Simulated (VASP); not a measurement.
# SiC in VASP: one cell, several levels of theory

The task here is to estimate one member of a computed series from the others.

The runs shown are made with VASP 6.6.1. PAW datasets, plane waves. The structure was generated, not taken from experiment, and needn't be the ground state; spin polarisation is off.

## The structure to begin with

The cell comes from an earlier relaxation with r2SCAN in another program.

It is cubic, Pm-3m (No. 221); a = 2.620 Å in the conventional setting, 8.99 Å³ an atom. Near Si stand 8 C at 2.27 Å; near C stand 8 Si at 2.27 Å.

As a file:

```
CELL_PARAMETERS angstrom
2.62012 0.00000 0.00000
0.00000 2.62012 0.00000
0.00000 0.00000 2.62012
ATOMIC_POSITIONS crystal
Si 0.00000 0.00000 0.00000
C 0.50000 0.50000 0.50000
```

The first run:

INCAR

```
ENCUT = 520.000000
SIGMA = 0.020000
EDIFF = 1.00e-07
GGA = PE
PREC = Accurate
IBRION = -1
ISIF = 2
ISMEAR = -1
NBANDS = 11
NELM = 120
NSW = 0
LASPH = .TRUE.
LCHARG = .FALSE.
LWAVE = .FALSE.
LREAL = .FALSE.
```

KPOINTS

```
KPOINTS created by Atomic Simulation Environment
0
Gamma
10 10 10
0 0 0
```

KPOINTS_OPT

```
special points
7
Reciprocal
0.0000000000 0.0000000000 0.0000000000 1
0.0000000000 0.5000000000 0.0000000000 1
0.5000000000 0.5000000000 0.0000000000 1
0.5000000000 0.5000000000 0.5000000000 1
0.1500000000 0.5000000000 0.0000000000 1
0.5000000000 0.5000000000 0.3500000000 1
0.3000000000 0.4000000000 -0.5000000000 1
```

POSCAR

```
Si C
 1.0000000000000000
     2.6201228653549338    0.0000000000000000   -0.0000000000000000
     0.0000000000000000    2.6201228653549338    0.0000000000000000
    -0.0000000000000000    0.0000000000000000    2.6201228653549338
 Si  C
   1   1
Cartesian
  0.0000000000000000 -0.0000000000000000 -0.0000000000000000
  1.3100614326774669  1.3100614326774669  1.3100614326774669
```

The run uses the recommended PBE PAW datasets (8 valence electrons a neutral cell).

Launch:

```bash
mpirun -np 1 vasp_std
```

Among the steps run: PBE; r2SCAN at this geometry; LDA; PBEsol at this geometry.

One of the session's tables, all rows but one given; the rest of the session is left out.

| level | gap (eV) | Ansatz: gap (eV) |
| --- | --- | --- |
| PBE | -3.94 | -3.94 |
| r2SCAN | -4.20 | -4.20 |
| LDA | ? | ? |
| PBEsol | -3.95 | -3.95 |

Q: Estimate the row for LDA from the others.

As computed: gap (eV): -3.87; Ansatz: gap (eV): -3.87. In the column «gap (eV)» it is the highest.

A negative gap is an overlap of bands.

No gap over 0.02 eV opens at any of these levels. Each program uses its own PAW datasets and cutoff. LDA means the Perdew–Zunger form in VASP and the Perdew–Wang form in Ansatz.
